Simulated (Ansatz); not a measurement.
## N started on a C site in diamond, 64 atoms, charge +1

All numbers come from Ansatz (PAW, plane waves, no spin–orbit coupling) at the single k point (¼, ¼, ¼) without its symmetry partners. The atoms were relaxed with PBEsol in a fixed cell; other functionals are single points on those atoms unless said otherwise. The valence top and gap of the host come from its small cell on a dense mesh, with the band extrema sought between the mesh points, lined up by the mean potential, PBEsol gap 4.03 eV. The charge correction uses an assumed dielectric constant of 5.7.

Relaxed structure:

```yaml
crystal:
  lattice:
    - [7.10761, 0.00000, 0.00000]
    - [0.00000, 7.10761, 0.00000]
    - [0.00000, 0.00000, 7.10761]
  atoms:
    - { symbol: C, position: [0.99961, 0.00012, 0.00056] }
    - { symbol: C, position: [0.99963, 0.00015, 0.50047] }
    - { symbol: C, position: [0.99964, 0.50004, 0.00057] }
    - { symbol: C, position: [0.99962, 0.50011, 0.50050] }
    - { symbol: C, position: [0.49956, 0.00016, 0.00060] }
    - { symbol: C, position: [0.49960, 0.00012, 0.50054] }
    - { symbol: C, position: [0.49962, 0.50010, 0.00055] }
    - { symbol: C, position: [0.12472, 0.12521, 0.12566] }
    - { symbol: C, position: [0.12496, 0.12549, 0.62622] }
    - { symbol: C, position: [0.12498, 0.62580, 0.12590] }
    - { symbol: C, position: [0.12460, 0.62535, 0.62576] }
    - { symbol: C, position: [0.62529, 0.12551, 0.12593] }
    - { symbol: C, position: [0.62487, 0.12508, 0.62580] }
    - { symbol: C, position: [0.62489, 0.62538, 0.12551] }
    - { symbol: C, position: [0.62603, 0.62650, 0.62692] }
    - { symbol: C, position: [0.24946, 0.24993, 0.00045] }
    - { symbol: C, position: [0.24977, 0.25029, 0.49951] }
    - { symbol: C, position: [0.24954, 0.75019, 0.00054] }
    - { symbol: C, position: [0.24987, 0.74983, 0.50144] }
    - { symbol: C, position: [0.74971, 0.25004, 0.00060] }
    - { symbol: C, position: [0.74934, 0.25038, 0.50146] }
    - { symbol: C, position: [0.74979, 0.75028, 0.00062] }
    - { symbol: C, position: [0.74949, 0.75002, 0.49963] }
    - { symbol: C, position: [0.37479, 0.37527, 0.12539] }
    - { symbol: C, position: [0.37390, 0.37437, 0.62641] }
    - { symbol: C, position: [0.37449, 0.87518, 0.12591] }
    - { symbol: C, position: [0.37490, 0.87560, 0.62577] }
    - { symbol: C, position: [0.87468, 0.37501, 0.12592] }
    - { symbol: C, position: [0.87514, 0.37542, 0.62579] }
    - { symbol: C, position: [0.87499, 0.87548, 0.12575] }
    - { symbol: C, position: [0.87486, 0.87538, 0.62629] }
    - { symbol: C, position: [0.24943, 0.00002, 0.25039] }
    - { symbol: C, position: [0.24953, 0.00011, 0.75063] }
    - { symbol: C, position: [0.24978, 0.49910, 0.25071] }
    - { symbol: C, position: [0.24989, 0.50101, 0.75024] }
    - { symbol: C, position: [0.74971, 0.00016, 0.25045] }
    - { symbol: C, position: [0.74978, 0.00020, 0.75070] }
    - { symbol: C, position: [0.74934, 0.50105, 0.25079] }
    - { symbol: C, position: [0.74950, 0.49923, 0.75043] }
    - { symbol: C, position: [0.37476, 0.12495, 0.37571] }
    - { symbol: C, position: [0.37450, 0.12545, 0.87561] }
    - { symbol: C, position: [0.37387, 0.62603, 0.37480] }
    - { symbol: C, position: [0.37493, 0.62535, 0.87604] }
    - { symbol: C, position: [0.87466, 0.12549, 0.37543] }
    - { symbol: C, position: [0.87497, 0.12535, 0.87592] }
    - { symbol: C, position: [0.87514, 0.62537, 0.37580] }
    - { symbol: C, position: [0.87489, 0.62589, 0.87580] }
    - { symbol: C, position: [0.99950, 0.24995, 0.25039] }
    - { symbol: C, position: [0.99961, 0.25004, 0.75063] }
    - { symbol: C, position: [0.99963, 0.75021, 0.25044] }
    - { symbol: C, position: [0.99970, 0.75026, 0.75067] }
    - { symbol: C, position: [0.49858, 0.25031, 0.25074] }
    - { symbol: C, position: [0.50053, 0.25036, 0.75028] }
    - { symbol: C, position: [0.50053, 0.74985, 0.25079] }
    - { symbol: C, position: [0.49875, 0.74999, 0.75041] }
    - { symbol: C, position: [0.12445, 0.37528, 0.37570] }
    - { symbol: C, position: [0.12500, 0.37498, 0.87560] }
    - { symbol: C, position: [0.12495, 0.87517, 0.37541] }
    - { symbol: C, position: [0.12483, 0.87547, 0.87590] }
    - { symbol: C, position: [0.62553, 0.37440, 0.37481] }
    - { symbol: C, position: [0.62487, 0.37539, 0.87609] }
    - { symbol: C, position: [0.62487, 0.87566, 0.37581] }
    - { symbol: C, position: [0.62539, 0.87536, 0.87579] }
    - { symbol: N, position: [0.49988, 0.50039, 0.50082] }
```

Chemical potentials μ are those of reference phases of the elements at zero temperature by the same functional (the usual solids, diamond for C, grey Sn, and the molecules H2, N2, O2, F2, Cl2, Br2 and S8).

```
functional  E(defect) − E(host) − Σ nμ + q·E_VBM (eV)  monopole (eV)  alignment (eV)  formation energy at E_F = VBM (eV)  moment (μB)             wall time, shared host
    PBEsol                                       0.35           0.50           -0.02                                0.83  0 (no spin)  7.8 s on NVIDIA H100 (relaxation)
```

(1) How does the monopole term follow by hand for this cubic cell?

One k point and a cell of this size can leave errors of several tenths of an eV in such numbers.

Results:

(1) q²·α·e²/(4πε₀)/(2εL) with the Madelung constant α = 2.837 and e²/4πε₀ = 14.40 eV·Å: 1 × 2.837 × 14.40 / (2 × 5.7 × 7.108) = 0.50 eV.
